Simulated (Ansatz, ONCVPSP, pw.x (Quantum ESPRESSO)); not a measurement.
## What a changed setting does to a pw.x run (diamond Rb)

Potential: optimised norm-conserving Vanderbilt (ONCV), ONCVPSP 4.0.1.1 (patched build), PBE; core [Ar] 3d10, reference 4s2 4p6 5p1; waves: 4s: rc 2.25 bohr, ncon 4, nbas 7, qcut 5.2 1/bohr, 2 projectors, debl 3.8 Ha; 4p+5p: rc 3.00 bohr, ncon 4, nbas 8, qcut 3.8 1/bohr, 2 projectors; d scattering state at 0.03 Ha: rc 3.10 bohr, ncon 4, nbas 8, qcut 3.7 1/bohr, 2 projectors, debl 1 Ha; local part: polynomial inside 1.80 bohr (lpopt 5, dvloc0 0 Ha); core correction: Teter function, fcfact 4.75, rcfact 1.55.

The reference run (k-mesh 8³, cutoffs 50/200 Ry, Fermi–Dirac 0.01 Ry, mixing_beta 0.4, conv_thr 1e-9, no spin) gives -0.00 GPa at 141.711 Å³/atom, where all-electron LAPW gives -0.00 GPa. This run, with its own iteration cap, changes k-mesh points per axis to 3.

```
&control
  calculation='scf', prefix='x', pseudo_dir='./', outdir='./tmp', tstress=.true., disk_io='none'
/
&system
  ibrav=0, nat=2, ntyp=1, ecutwfc=50, ecutrho=200, nbnd=17,
  occupations='smearing', smearing='fd', degauss=0.01
/
&electrons
  conv_thr=1e-09, mixing_beta=0.4, electron_maxstep=60
/
ATOMIC_SPECIES
Rb 1.0 Rb.UPF
CELL_PARAMETERS angstrom
  0.00000000 5.21356174 5.21356174
  5.21356174 0.00000000 5.21356174
  5.21356174 5.21356174 0.00000000
ATOMIC_POSITIONS crystal
Rb 0.0000 0.0000 0.0000
Rb 0.2500 0.2500 0.2500
K_POINTS automatic
3 3 3 0 0 0
```

```bash
pw.x < Rb.scf.in > Rb.scf.out
```

Question: How does the run end?

Answer: It converges in 9 iterations; the free energy moves by +5.6 meV/atom and the pressure by +0.03 GPa.

```
Message from routine setup:
     using ibrav=0 with symmetry is DISCOURAGED, use correct ibrav instead
     lattice parameter (alat)  =      13.9331  a.u.
     unit-cell volume          =    1912.6265 (a.u.)^3
     number of electrons       =        18.00
     number of Kohn-Sham states=           17
     kinetic-energy cutoff     =      50.0000  Ry
     charge density cutoff     =     200.0000  Ry
     scf convergence threshold =      1.0E-09
     Exchange-correlation= PBE
     number of k points=     4  Fermi-Dirac smearing, width (Ry)=  0.0100
     iteration #  1     ecut=    50.00 Ry     beta= 0.40
     total energy              =    -109.68391709 Ry
     estimated scf accuracy    <       0.02844646 Ry
     iteration #  2     ecut=    50.00 Ry     beta= 0.40
     total energy              =    -109.68565669 Ry
     estimated scf accuracy    <       0.00454171 Ry
     iteration #  3     ecut=    50.00 Ry     beta= 0.40
     total energy              =    -109.68668797 Ry
     estimated scf accuracy    <       0.00064334 Ry
     [... 3 iterations left out ...]
     iteration #  7     ecut=    50.00 Ry     beta= 0.40
     total energy              =    -109.68679019 Ry
     estimated scf accuracy    <       0.00000002 Ry
     iteration #  8     ecut=    50.00 Ry     beta= 0.40
     total energy              =    -109.68679019 Ry
     estimated scf accuracy    <          1.7E-09 Ry
     iteration #  9     ecut=    50.00 Ry     beta= 0.40
     the Fermi energy is     0.5587 ev
!    total energy              =    -109.68679019 Ry
     estimated scf accuracy    <          6.3E-11 Ry
     smearing contrib. (-TS)   =      -0.00754822 Ry
     The total energy is F=E-TS. E is the sum of the following terms:
     one-electron contribution =     -71.97893314 Ry
     hartree contribution      =      36.83728936 Ry
     xc contribution           =     -30.24997994 Ry
     ewald contribution        =     -44.28761826 Ry
     convergence has been achieved in   9 iterations
          total   stress  (Ry/bohr**3)                   (kbar)     P=        0.22
     Message from routine punch:
     Nothing written, as per user request (disk_io='none')
```

The run took about 27 s on one core of a shared host (Neoverse-N1, 64 threads, 124 GiB, load 59).
